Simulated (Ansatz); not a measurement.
## WGe2P4 monolayer in a perpendicular field

Aim: how the WGe2P4 monolayer screens a field along its normal, and what the field does to its bands. A positive field points along +c.

Main program and level: Ansatz 0.2.0; plane-wave DFT, PBE-D3(BJ), Ansatz PAW.

**1. The structure**

The cell holds 7 atoms: 4 P, 2 Ge and 1 W. Its edges and angles: a = 3.580 Å, b = 3.580 Å, c = 48.448 Å, α = 90.0°, β = 90.0°, γ = 120.0°. Vacuum lies along c.

**2. Relaxation**

The starting cell is a guess, so the in-plane lattice and the atoms are relaxed first, with the slab cut off from its images along the normal.

input.yaml

```yaml
crystal:
  lattice:
    - [3.58, 0.0, 0.0]
    - [-1.79, 3.1003709455, 0.0]
    - [0.0, 0.0, 48.4482162967]
  atoms:
    - { symbol: P, position: [0.0, 0.0, 0.4097158062] }
    - { symbol: Ge, position: [0.3333333333, 0.6666666667, 0.4252699244] }
    - { symbol: P, position: [0.3333333333, 0.6666666667, 0.4706792329] }
    - { symbol: W, position: [0.0, 0.0, 0.5] }
    - { symbol: P, position: [0.3333333333, 0.6666666667, 0.5293207671] }
    - { symbol: Ge, position: [0.3333333333, 0.6666666667, 0.5747300756] }
    - { symbol: P, position: [0.0, 0.0, 0.5902841938] }
  periodic: [true, true, false]
kpoints:
  mp_grid: { grid: [12, 12, 1] }
hamiltonian:
  xc: pbe
  dispersion: d3bj
scf:
  occupations: { method: fermi_dirac, width: 0.05 }
  convergence: { dr2_threshold: 1.0e-09 }
relax:
  f_tol: 0.004
  max_steps: 90
  cell: {}
output:
  write_potential: true
  write_density: true
  volumetric_format: npy
```

On the command line:

```console
$ ansatz run input.yaml --threads 2 --pin off --max-ram 3072MiB --backend cpu --events-out ev --progress --plain --runs-dir out
```

Numbers of over 12 decimals in the logs are rounded to 6 here.

The log of the run:

```text
Warning: relax.cell: scf.convergence.dr2_threshold = 1e-9 eV is looser than the 1.99148999688e-10 eV advised for a relaxation that steers and ends on the stress (1e-10 eV for each atom of the cell: 7, times the square of relax.cell.stress_2d_tol = 0.05 N/m over 18.7 Å (the atoms' height at the walk's start and 5 Å past either face), 2.667e-2 GPa, over a crystal's default 0.05). What an SCF threshold leaves in a stress goes as its square root, and in the free energy as the threshold itself, and one threshold admits the most on a small cell: [figures from the program's tests cut] Set scf.convergence.dr2_threshold to 1.99148999688e-10 eV or tighter. [rest of the remark cut]
Engine: ansatz 0.2.0, x86_64-unknown-linux-gnu
Pseudopotentials: kind: paw
Pseudopotential: P, paw, valence charge 5, recommended cutoff 420 eV (normal), P.paw.azcp
Pseudopotential: Ge, paw, valence charge 14, recommended cutoff 420 eV (normal), Ge.paw.azcp
Pseudopotential: W, paw, valence charge 14, recommended cutoff 420 eV (normal), W.paw.azcp
Functional definition: PBE
  parameter kappa = 0.804
  parameter beta = 0.066725
  exchange = pbe_x(kappa = kappa, mu = beta*pi^2/3)
  correlation = pbe_c(beta = beta)
Crystal: 7 atoms, lattice volume = 537.743 Å³
Basis set: ecut = 420 eV, 10343 PW (Γ), exchange–correlation on 48×48×648 points (8 copies of the dense FFT grid, shifted against one another)
Bands: 38, of which v1, the nominal top of the filled ones, is band 31 counted from 1 (30 counted from 0)
Symmetry: 12 space group operations
Space group: P-6m2 (ITA 187), of the structure as read, at distance tolerance 8.1e-5 Å
k-points: 19 of 144 (time reversal used)
Non-local potential: P, projectors of the file, l = 0: 2, l = 1: 2, l = 2: 2
Non-local potential: Ge, projectors of the file, l = 0: 2, l = 1: 2, l = 2: 3, l = 3: 1
Non-local potential: W, projectors of the file, l = 0: 3, l = 1: 2, l = 2: 2, l = 3: 1
PAW form: soft (Blöchl's): semilocal exchange-correlation on the pseudo side does not see the compensation charge
PAW one-centre angular grid: P, 110 points (default); XC on 64 Gauss nodes
PAW one-centre angular grid: Ge, 590 points (default); XC on 64 Gauss nodes
PAW one-centre angular grid: W, 590 points (default); XC on 64 Gauss nodes
Initial density: superposition of atomic densities (neutral atoms: chi_scale 0, normalization atom), corrected by the library's trained network
Initial wavefunctions: pseudopotential atomic-orbital guess
Functional: x = pbe(κ = 0.804, μ = 0.219515), c = pbe(β = 0.066725)
SCF iter   1: F=—  HF=-21999.466744 eV  |F-HF|=—  |Δ(HF+E_count)|=         —  Δρ=3.23e-3  dr2=5.86e-1  ethr=1.77e-3  ⟨swp⟩=16.1  Hψ=5119  notcnv=0  defer=1
preconditioner: auto → Resta (q_TF=auto, 1.903 Å⁻¹)  ε∞=2.3  [insulator: Δε(μ)=0.470 eV  Ē_g=8.232 eV  σ=0.050 eV  W_gap=0.98  n_scr=28 (ndim 8)  ℏωp=9.3 eV  f_vac=0.737  D(μ)=0.02/eV (n_scr^D=0)  ε∞_Penn≈2.3  vacuum switching on, ρ_ref=4.9e-3 e/Å³]
SCF iter   2: F=—  HF=-21999.496166 eV  |F-HF|=—  |Δ(HF+E_count)|=   2.94e-2  Δρ=4.83e-3  dr2=1.02e0  ethr=9.46e-4  ⟨swp⟩=4.6  Hψ=1385  notcnv=0  defer=27
preconditioner: auto → LDOS  [insulator: Δε(μ)=0.221 eV  Ē_g=8.297 eV  σ=0.050 eV  W_gap=0.74  n_scr=28 (ndim 8)  ℏωp=9.3 eV  f_vac=0.737  D(μ)=0.86/eV (n_scr^D=8)  ε∞_Penn≈2.3  β→1.0]
SCF iter   3: F=—  HF=-21999.406544 eV  |F-HF|=—  |Δ(HF+E_count)|=   8.96e-2  Δρ=1.43e-3  dr2=6.27e-2  ethr=9.46e-4  ⟨swp⟩=3.3  Hψ=1013  notcnv=0  defer=27
SCF iter   4: F=—  HF=-21999.402676 eV  |F-HF|=—  |Δ(HF+E_count)|=   3.87e-3  Δρ=4.25e-4  dr2=3.96e-3  ethr=1.01e-4  ⟨swp⟩=3.6  Hψ=1425  notcnv=0  defer=28
SCF iter   5: F=—  HF=-21999.402369 eV  |F-HF|=—  |Δ(HF+E_count)|=   3.07e-4  Δρ=2.08e-4  dr2=3.41e-4  ethr=6.39e-6  ⟨swp⟩=2.9  Hψ=1369  notcnv=0  defer=28
SCF iter   6: F=—  HF=-21999.402395 eV  |F-HF|=—  |Δ(HF+E_count)|=   2.59e-5  Δρ=1.95e-4  dr2=3.96e-4  ethr=5.49e-7  ⟨swp⟩=3.6  Hψ=1626  notcnv=0  defer=28
SCF iter   7: F=—  HF=-21999.402304 eV  |F-HF|=—  |Δ(HF+E_count)|=   9.13e-5  Δρ=3.21e-5  dr2=7.77e-6  ethr=5.49e-7  ⟨swp⟩=3.0  Hψ=1360  notcnv=0  defer=28
SCF iter   8: F=—  HF=-21999.402237 eV  |F-HF|=—  |Δ(HF+E_count)|=   6.65e-5  Δρ=1.33e-5  dr2=1.52e-6  ethr=1.25e-8  ⟨swp⟩=3.6  Hψ=1667  notcnv=0  defer=28
SCF iter   9: F=—  HF=-21999.402375 eV  |F-HF|=—  |Δ(HF+E_count)|=   1.37e-4  Δρ=1.45e-6  dr2=1.85e-8  ethr=2.45e-9  ⟨swp⟩=2.9  Hψ=1504  notcnv=0  defer=27
SCF iter  10: F=—  HF=-21999.402375 eV  |F-HF|=—  |Δ(HF+E_count)|=   1.84e-8  Δρ=5.24e-7  dr2=1.37e-9  ethr=2.98e-11  ⟨swp⟩=4.1  Hψ=1810  notcnv=0  defer=27
SCF iter  11: F=-21999.402375 eV  HF=-21999.402375 eV  |F-HF|=1.36e-9  |Δ(HF+E_count)|=   5.30e-9  Δρ=1.46e-7  dr2=2.67e-10  ethr=1.61e-12  ⟨swp⟩=12.7  Hψ=6087  notcnv=0
SCF 1 converged in 11 iterations: F = -21999.402375 eV  dr2 = 2.67e-10
  greatest PAW one-centre occupation: 1.000 electrons in one spin orbital (limit 2), on the W atom at site 3 (counted from 0), in its partial waves of l = 0
relax step   1: F+E_penalty+E_count = -21999.40237475 eV  Δ(F+E_penalty+E_count) = +0.000e0 eV  max|allowed force component| = 3.114e0 eV/Å  Δτ_max = 0.0000 Å  P = +1.880 N/m  Ω = 537.743 Å³  fix = [c, alpha, beta]  reactions: c +0.000 N/m  (11 SCF iters, accepted)
Crystal: 7 atoms, lattice volume = 529.868 Å³
Basis set: ecut = 420 eV, 10199 PW (Γ), exchange–correlation on 48×48×648 points (8 copies of the dense FFT grid, shifted against one another)
Initial density: handed on by an earlier stage of this run
Initial wavefunctions: those handed on with the density
iter 1 solved again at ethr=4.24e-4 eV; its pass at ethr=3.10e-3 eV (dr2=2.63e-1 eV) is discarded
SCF iter   1: F=—  HF=-22000.614435 eV  |F-HF|=—  |Δ(HF+E_count)|=         —  Δρ=5.24e-3  dr2=2.53e-1  ethr=4.24e-4  ⟨swp⟩=2.4  Hψ=5799  notcnv=0
preconditioner: auto → LDOS  [insulator: Δε(μ)=0.221 eV  Ē_g=8.215 eV  σ=0.050 eV  W_gap=0.77  n_scr=28 (ndim 8)  ℏωp=9.4 eV  f_vac=0.730  D(μ)=0.19/eV (n_scr^D=2)  ε∞_Penn≈2.3  β→1.0]
SCF iter   2: F=—  HF=-22000.774118 eV  |F-HF|=—  |Δ(HF+E_count)|=   1.60e-1  Δρ=6.00e-3  dr2=1.29e0  ethr=4.09e-4  ⟨swp⟩=6.3  Hψ=1972  notcnv=0  defer=1  recentre
SCF iter   3: F=—  HF=-22000.571355 eV  |F-HF|=—  |Δ(HF+E_count)|=   2.03e-1  Δρ=2.39e-3  dr2=1.26e-1  ethr=4.09e-4  ⟨swp⟩=5.7  Hψ=2060  notcnv=0  defer=27
SCF iter   4: F=—  HF=-22000.554011 eV  |F-HF|=—  |Δ(HF+E_count)|=   1.73e-2  Δρ=6.75e-4  dr2=3.38e-3  ethr=2.04e-4  ⟨swp⟩=3.8  Hψ=1214  notcnv=0  defer=27
SCF iter   5: F=—  HF=-22000.554278 eV  |F-HF|=—  |Δ(HF+E_count)|=   2.67e-4  Δρ=2.30e-4  dr2=7.13e-4  ethr=5.45e-6  ⟨swp⟩=3.2  Hψ=1526  notcnv=0  defer=27
[...]
SCF iter   8: F=—  HF=-22000.796933 eV  |F-HF|=—  |Δ(HF+E_count)|=   7.24e-5  Δρ=8.58e-6  dr2=6.11e-7  ethr=4.30e-8  ⟨swp⟩=3.4  Hψ=1546  notcnv=0  defer=23
SCF iter   9: F=—  HF=-22000.797068 eV  |F-HF|=—  |Δ(HF+E_count)|=   1.35e-4  Δρ=2.14e-6  dr2=3.41e-8  ethr=9.86e-10  ⟨swp⟩=3.5  Hψ=1648  notcnv=0  defer=23
SCF iter  10: F=—  HF=-22000.797068 eV  |F-HF|=—  |Δ(HF+E_count)|=   8.75e-9  Δρ=4.93e-7  dr2=2.19e-9  ethr=5.50e-11  ⟨swp⟩=3.6  Hψ=1703  notcnv=0  defer=23
SCF iter  11: F=-22000.797068 eV  HF=-22000.797068 eV  |F-HF|=2.66e-10  |Δ(HF+E_count)|=   3.46e-9  Δρ=2.13e-7  dr2=1.93e-10  ethr=1.61e-12  ⟨swp⟩=12.8  Hψ=6217  notcnv=0
SCF 3 converged in 11 iterations: F = -22000.797068 eV  dr2 = 1.93e-10
relax step   3: F+E_penalty+E_count = -22000.79706838 eV  Δ(F+E_penalty+E_count) = -2.428e-1 eV  max|allowed force component| = 3.379e-1 eV/Å  Δτ_max = 0.1984 Å  P = -0.856 N/m  Ω = 517.928 Å³  energy of the carried Pulay correction = +1.027e-3 eV  fix = [c, alpha, beta]  reactions: c +0.000 N/m  (11 SCF iters, accepted)
[...]
relax step   4: F+E_penalty+E_count = -22000.81659875 eV  Δ(F+E_penalty+E_count) = -1.953e-2 eV  max|allowed force component| = 8.687e-2 eV/Å  Δτ_max = 0.0536 Å  P = -0.190 N/m  Ω = 513.314 Å³  energy of the carried Pulay correction = +1.271e-3 eV  fix = [c, alpha, beta]  reactions: c +0.000 N/m  (10 SCF iters, accepted)
[...]
relax step   5: F+E_penalty+E_count = -22000.81699632 eV  Δ(F+E_penalty+E_count) = -3.976e-4 eV  max|allowed force component| = 1.664e-2 eV/Å  Δτ_max = 0.0043 Å  P = +0.026 N/m  Ω = 512.702 Å³  energy of the carried Pulay correction = +1.304e-3 eV  fix = [c, alpha, beta]  reactions: c +0.000 N/m  (8 SCF iters, accepted)
[...]
relax step   6: F+E_penalty+E_count = -22000.81701153 eV  Δ(F+E_penalty+E_count) = -1.521e-5 eV  max|allowed force component| = 1.969e-3 eV/Å  Δτ_max = 0.0006 Å  P = +0.026 N/m  Ω = 512.804 Å³  energy of the carried Pulay correction = +1.298e-3 eV  fix = [c, alpha, beta]  reactions: c +0.000 N/m  (6 SCF iters, accepted)
Initial wavefunctions: pseudopotential atomic-orbital guess (no wavefunctions were taken with the density)
iter 1 solved again at ethr=8.34e-7 eV; its pass at ethr=3.10e-3 eV (dr2=5.17e-4 eV) is discarded
SCF iter   1: F=—  HF=-22000.815860 eV  |F-HF|=—  |Δ(HF+E_count)|=         —  Δρ=2.76e-5  dr2=6.01e-7  ethr=8.34e-7  ⟨swp⟩=5.1  Hψ=8048  notcnv=0
eigensolver tolerance schedule: the retry pair's looser diagonalisation over-reported the residual by 859.12 of it (diagonalisation noise at 0.30 of the residual, at the tolerance the schedule requests for it); recorded, not acted on — ethr = c·dr2/N_el stays at c = 1.0e-1
SCF iter   2: F=—  HF=-22000.815964 eV  |F-HF|=—  |Δ(HF+E_count)|=   1.04e-4  Δρ=1.51e-5  dr2=2.30e-7  ethr=9.69e-10  ⟨swp⟩=5.1  Hψ=2436  notcnv=0
SCF iter   3: F=—  HF=-22000.815964 eV  |F-HF|=—  |Δ(HF+E_count)|=   3.14e-7  Δρ=3.90e-6  dr2=3.75e-7  ethr=3.70e-10  ⟨swp⟩=2.8  Hψ=1371  notcnv=0
SCF iter   4: F=—  HF=-22000.815964 eV  |F-HF|=—  |Δ(HF+E_count)|=   1.86e-8  Δρ=2.22e-6  dr2=9.80e-8  ethr=3.70e-10  ⟨swp⟩=2.9  Hψ=1112  notcnv=0
SCF iter   5: F=—  HF=-22000.815964 eV  |F-HF|=—  |Δ(HF+E_count)|=   4.53e-9  Δρ=7.00e-7  dr2=8.98e-9  ethr=1.58e-10  ⟨swp⟩=2.0  Hψ=901  notcnv=0
SCF iter   6: F=-22000.815964 eV  HF=-22000.815964 eV  |F-HF|=5.82e-11  |Δ(HF+E_count)|=  6.95e-10  Δρ=2.27e-7  dr2=9.59e-11  ethr=1.61e-12  ⟨swp⟩=14.8  Hψ=6732  notcnv=0
SCF 7 converged in 6 iterations: F = -22000.815964 eV  dr2 = 9.59e-11
relax step   7: F+E_penalty+E_count = -22000.81596445 eV  Δ(F+E_penalty+E_count) = +1.047e-3 eV  max|allowed force component| = 1.906e-3 eV/Å  Δτ_max = 0.0000 Å  P = +0.015 N/m  Ω = 512.804 Å³  fix = [c, alpha, beta]  reactions: c +0.000 N/m  stress off target by 1.54e-2 N/m on what of the cell is left free  SCF on the basis re-selected at this cell (its energy is not comparable with the rows above)  (6 SCF iters)
basis re-selected at this cell: Δ(F+E_penalty+E_count) = +1.047e-3 eV, ΔP = -0.011 N/m vs the last step (what re-selecting the basis moved, of the pressure what is left beyond the Pulay correction that the steps carried, after the strain that the cell walked since its last selection, with what the two solves' SCF thresholds leave and, on support functions, any second-order correction that the steps lacked; it is no m [...]
WARN: The output density's exchange-correlation potential varies sharply where the density is thin. Do not read a vacuum level from v_tot or v_xc, or from such a field of the output density. On a cell that repeats whose density bears no net charge and no dipole along the vacuum's axis use v_es (v_loc + v_h of the components); under efield.dipole_correction with no amplitude use v_es + v_field, which holds any externa [...]
SCF converged after 6 iterations
Free energy (F): -22000.815964 eV
Harris-Foulkes:  -22000.815964 eV  (|F-HF|=5.82e-11)
Internal energy: -22000.815931 eV  (E = F + TS)
E sigma→0 (E₀):  -22000.815948 eV
Entropy (-TS):   -0.000033 eV (-0.005 meV/atom)
Fermi energy:    -5.008877 eV
--- Per-component energies (eV) ---
  E_band       = -1376.002043
  E_kinetic    = 956.868011
  E_local      = -281333.953266  (includes V_loc(G=0)·N_el)
  E_nonlocal   = 976.350619
  E_hartree    = 139710.717847
  E_xc         = -664.749938
  E_vxc        = -612.039266  (∫ρ·V_xc dr)
  E_paw        = -14881.886123  (= ΣΔE_a)
  E_vpaw       = -784.664562  (= ΣTr[D̂ρ^β])
  E_aug_tail   = 0.000565  (compensation charges beyond the density's cutoff)
  E_ewald      = 133238.239887
  E_disp       = -2.403533  (pairwise vdW)
  E_smearing   = -0.000033  (= −TS)
  E_closure    = 0.000000  (closes the sum)
  Σ components = -22000.815964   (vs F -22000.815964, Δ=0.00e0)
--- Forces (eV/Å), atoms counted from 1 ---
  atom   1  P      0.00000000    -0.00000000    -0.00086091
  atom   2  Ge    -0.00000000    -0.00000000    -0.00190569
  atom   3  P      0.00000000    -0.00000000     0.00127053
  atom   4  W     -0.00000000    -0.00000000     0.00000000
  atom   5  P      0.00000000    -0.00000000    -0.00127053
  atom   6  Ge    -0.00000000    -0.00000000     0.00190569
  atom   7  P      0.00000000    -0.00000000     0.00086091
  max |Σ_I F_I| component: 5.46e-16 eV/Å
--- 2D stress c σ (N/m, compression-positive) ---
        0.015444       0.000000       0.000000
        0.000000       0.015444       0.000000
        0.000000       0.000000       0.000000
  P = ½ c Tr σ = 0.0154 N/m
--- Band table (eV; the first three rows and the last of 19) ---
  k-point 0: bands = [... 27 lower, -5.7220, -5.6772, -5.6772, -5.4520, -2.4745, -2.4745, -2.3173, -2.2599, ... 3 higher]
  k-point 1: bands = [... 27 lower, -6.1630, -5.9308, -5.8782, -5.4413, -2.7129, -2.5488, -2.2801, -2.1046, ... 3 higher]
  k-point 2: bands = [... 27 lower, -6.3915, -6.3268, -6.2738, -5.6318, -3.1251, -3.0378, -2.3034, -2.1703, ... 3 higher]
  k-point 18: bands = [... 27 lower, -8.0132, -7.0296, -6.3709, -5.3724, -4.6736, -4.0685, -3.4056, -2.7692, ... 3 higher]
  the weakly bound empty levels are not read free of the cell's end (no_gap_told)
--- Relaxed structure (6 steps of the walk, 6 accepted, 1 SCFs on fresh bases) ---
  F+E_penalty+E_count = -22000.81596445 eV   max|allowed force component| = 1.906e-3 eV/Å   (the final SCF, on the basis selected at the relaxed cell)
  cell:  # Å, volume = 512.8040 Å³
    - [3.496001, 0.0, 0.0]
    - [-1.748000, 3.027625, 0.0]
    - [0.0, 0.0, 48.4482162967]
  atoms:
    - { symbol: P, position: [1.0573552618554987e-17, -5.135725556199064e-17, 0.400392] }
    - { symbol: Ge, position: [0.333333, 0.666667, 0.423298] }
    - { symbol: P, position: [0.333333, 0.666667, 0.471184] }
    - { symbol: W, position: [1.0573552618554987e-17, -5.135725556199064e-17, 0.5] }
    - { symbol: P, position: [0.333333, 0.666667, 0.528816] }
    - { symbol: Ge, position: [0.333333, 0.666667, 0.576702] }
    - { symbol: P, position: [1.0573552618554987e-17, -5.135725556199064e-17, 0.599608] }
```

Run time: 1.7 min. Hardware: 2 threads of Intel Xeon Platinum 8488C (Sapphire Rapids), shared host; peak memory 0.91 GiB.

The steps of the relaxation:

| step | energy less that of the first step (eV) | largest force component (eV/Å) | volume (Å³) |
| --- | --- | --- | --- |
| 1 | 0.0000 | 3.1140 | 537.74 |
| 2 | -1.1519 | 1.0976 | 529.87 |
| 3 | -1.3947 | 0.3379 | 517.93 |
| 4 | -1.4142 | 0.0869 | 513.31 |
| 5 | -1.4146 | 0.0166 | 512.70 |
| 6 | -1.4146 | 0.0020 | 512.80 |
| 7* | -1.4136 | 0.0019 | 512.80 |

Relaxation steps marked * repeat the geometry before them on a plane-wave basis chosen anew for their cell, so energy and pressure can jump there.

The run keeps the 12 symmetry operations that it works with, so distortions that break them were not tested.

| cell as run | before | after | change |
| --- | --- | --- | --- |
| a (Å) | 3.580 | 3.496 | -2.3 % |
| b (Å) | 3.580 | 3.496 | -2.3 % |

The atoms that moved most (Å, along periodic axes as changes of fractional coordinates times the final cell, across vacuum about the mean position):

| atom | dx | dy | dz | length |
| --- | --- | --- | --- | --- |
| P7 | 0.000 | 0.000 | 0.452 | 0.452 |
| P1 | 0.000 | 0.000 | -0.452 | 0.452 |
| Ge6 | 0.000 | 0.000 | 0.096 | 0.096 |
| Ge2 | 0.000 | 0.000 | -0.096 | 0.096 |
| P3 | 0.000 | 0.000 | 0.024 | 0.024 |
| P5 | 0.000 | 0.000 | -0.024 | 0.024 |

The lattice constant a goes from 3.580 to 3.496 Å.

(Part 1 of 2 ends here.)

[Logs are printed without paths, hosts, clocks, repeated set-up lines and the standing remarks that a program may print on its own settings, such as how far it seeks lower states.]

[Hosts, paths, dates, database ids (printed as entryN), source tags and the programs' standing remarks are cut or masked in the printed files.]

[Maps of the electrostatic potential energy from Ansatz leave out the sawtooth potential of an applied field or a dipole correction, so their vacuum need not be flat; planar profiles and work functions include it.]
